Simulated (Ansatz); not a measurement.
Where the states of Li₂O lie

```cif
data_structure
_symmetry_space_group_name_H-M 'Fm-3m'
_symmetry_Int_Tables_number 225
_cell_length_a 4.6190
_cell_length_b 4.6190
_cell_length_c 4.6190
_cell_angle_alpha 90.000
_cell_angle_beta 90.000
_cell_angle_gamma 90.000
_cell_volume 98.55
loop_
_atom_site_label
_atom_site_type_symbol
_atom_site_symmetry_multiplicity
_atom_site_Wyckoff_symbol
_atom_site_fract_x
_atom_site_fract_y
_atom_site_fract_z
_atom_site_occupancy
Li1 Li 8 c 0.25000 0.75000 0.75000 1
O1 O 4 a 0.00000 0.00000 0.00000 1
```

The runs use the primitive cell with vectors (0.000, 2.309, 2.309), (2.309, 0.000, 2.309), (2.309, 2.309, 0.000) Å, to which the k mesh refers.

The cell is COD entry 1011372, as deposited and not checked against the literature; nothing was relaxed.

Method: DFT, PBE, all-electron LAPW, scalar-relativistic (Ansatz 0.2.0).

Numerical set-up: a Γ-centred 9×9×9 k mesh, Fermi–Dirac smearing of 0.03 eV, basis error target 0.5 meV/atom, no spin polarisation.

States per eV and cell, averaged over 0.4 eV, from -2.7 to 5.9 eV, with energies (bin centres) from the valence-band top; empty bins are left out. The partial columns, the largest 2 alone, are projections on Löwdin-orthogonalised atomic shells (those that the program's projection atoms carry: the occupied ones and, for some elements, an empty d or f shell; other empty shells have no column), summed over atoms of an element. Weights on diffuse s and p shells depend on that basis and aren't pure angular character.

```tsv
E (eV)	total	O 2p	Li 2s
-2.6	0.79	0.63	0.15
-2.2	2.12	1.75	0.29
-1.8	1.39	1.18	0.15
-1.4	2.89	2.65	0.15
-1.0	3.56	3.36	0.08
-0.6	3.22	3.10	0.03
-0.2	1.03	1.01	0.00
5.0	0.01	0.00	0.00
5.4	0.17	0.01	0.04
5.8	0.38	0.03	0.14
```

(1) Which of the resolved shells contributes most in the top eV of the valence band?

Answers

(1) O 2p, with 96 % of all states there; Li 2s follows with 1 %.
